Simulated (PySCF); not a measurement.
Runs of PySCF 2.14.0 on CdS (Hawleyite). It takes space group F-43m (No. 216, cubic). Conventional cell: a = 5.833 Å, b = 5.833 Å, c = 5.833 Å, α = 90.00°, β = 90.00°, γ = 90.00°. Cd (site symmetry -43m) is surrounded by 4 S at 2.53 Å. S (site symmetry -43m) has 4 Cd at 2.53 Å as nearest neighbours. 

```csv
task,level,potentials or basis,k mesh,smearing,density cutoff,potentials,conv_tol,max_cycle,exxdiv,gap on the mesh (eV)
MP2 correlation energy,HF,DZVP-MOLOPT-HYB/GTH-HYB (UZH) (potentials made for PBE0),2 × 2 × 2,fixed,75 Ha,"Cd GTH-HYB-q12, S GTH-HYB-q6",1e-08 Ha,60,ewald,(a)
atomic charges,B3LYP,DZVP-MOLOPT-HYB/GTH-HYB (UZH) (potentials made for PBE0),2 × 2 × 2,fixed,75 Ha,"Cd GTH-HYB-q12, S GTH-HYB-q6",1e-07 Ha,60,ewald,2.65
MP2 correlation energy,HF,DZVP-MOLOPT-HYB/GTH-HYB (UZH) (potentials made for PBE0),1 × 1 × 1,fixed,75 Ha,"Cd GTH-HYB-q12, S GTH-HYB-q6",1e-08 Ha,60,ewald,10.62
atomic charges,LDA,DZVP-MOLOPT-HYB/GTH-HYB (UZH) (potentials made for PBE0),2 × 2 × 2,fixed,75 Ha,"Cd GTH-HYB-q12, S GTH-HYB-q6",1e-07 Ha,60,-,0.76
EOM-CCSD ionisation and attachment energies,HF,DZVP-MOLOPT-HYB/GTH-HYB (UZH) (potentials made for PBE0),1 × 1 × 1,fixed,75 Ha,"Cd GTH-HYB-q12, S GTH-HYB-q6",1e-08 Ha,60,ewald,10.62
```

Alike in all rows: no spin polarisation; cell as given; the mesh is coarse, so values aren't converged.

Problem. Estimate the missing entries.

Solution. (a) 8.97.

Caveats: all runs use coarse meshes; the basis of atomic orbitals isn't converged, which shifts pressures, moduli and gaps; on so small a mesh gaps with full-range exact exchange can be off by tenths of an eV to over 1 eV (some runs); mesh and basis are far too small for converged many-body values: gaps can be off by tenths of an eV to over 1 eV, and much correlation energy is missing (some runs); an odd mesh through Γ misses points on the zone boundary, where band edges often lie (some runs); the iterative solver can pass over a root and still report convergence (some runs).

A k mesh can miss the band edges, and the runs leave out spin-orbit coupling on Cd.

Runs at the PBE level aren't shown here.
